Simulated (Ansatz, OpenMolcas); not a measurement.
Appearance energy of a fragment ion: CHF3 → [CF3]+ + H + e⁻

Species: CHF3 (trifluoromethane) `FC(F)F`, singlet; [CF3]+ `F[C+](F)F`, singlet; H atom, doublet. 

Shapes, held fixed at every level: PBE0-D4/def2-TZVP. Programs: Ansatz 0.2.0, OpenMolcas 26.06. A level may come from different programs for different species; with the same settings they agree closely. Electronic energies: no zero-point or thermal term.

```tsv
level	kind	ΔE (eV)	less CCSD(T)/CBS estimate
HF/def2-SVPD	Hartree–Fock	+12.84	-1.12
SVWN5/def2-SVPD	LDA	+14.05	+0.09
PBE/def2-SVPD	GGA	+13.67	-0.29
B3LYP/6-31G* (spherical functions)	global hybrid	+13.60	-0.36
r2SCAN0-D4/def2-TZVPP	global hybrid	+13.81	-0.15
wB97X-V/def2-TZVPP	range-separated hybrid	+13.78	-0.18
MP2/def2-SVP	perturbation theory	+13.23	-0.73
CCSD(T)/CBS estimate	coupled cluster or CI	+13.96	0.00
```

The highest level, CCSD(T)/CBS estimate, gives ΔE = +13.96 eV; the levels span +12.84 to +14.05. The column of differences is taken from that level and isn't an error. No measured value is set beside it here. Open shells run unrestricted unless RO is named. The CBS estimate extrapolates MP2 from def2-TZVPP and def2-QZVPP and adds CCSD(T) − MP2 in the triple-zeta set, cores frozen. The onset seen in experiment also holds zero-point changes and kinetic shifts.

Removing a hydrogen atom and an electron from CHF3 costs +13.96 eV at the coupled-cluster level, and every other level except LDA falls below that value. The energy can be read as the cost of breaking the C–H bond homolytically plus that of ionising the CF3 radical. The cation is helped by π donation from fluorine lone pairs into the empty carbon p orbital, which partly offsets fluorine's σ withdrawal. Hartree–Fock gives the lowest value, probably because it misses the correlation energy of the C–H electron pair, which is lost when one electron leaves with hydrogen and the other is ionised.

The small LDA difference of +0.09 eV doesn't establish that LDA describes both steps well. Nor do the results give a clean ranking of the functionals, since the basis set changes along with the method. Without the energy of the neutral CF3 radical, the deviations can't be divided between bond breaking and ionisation.
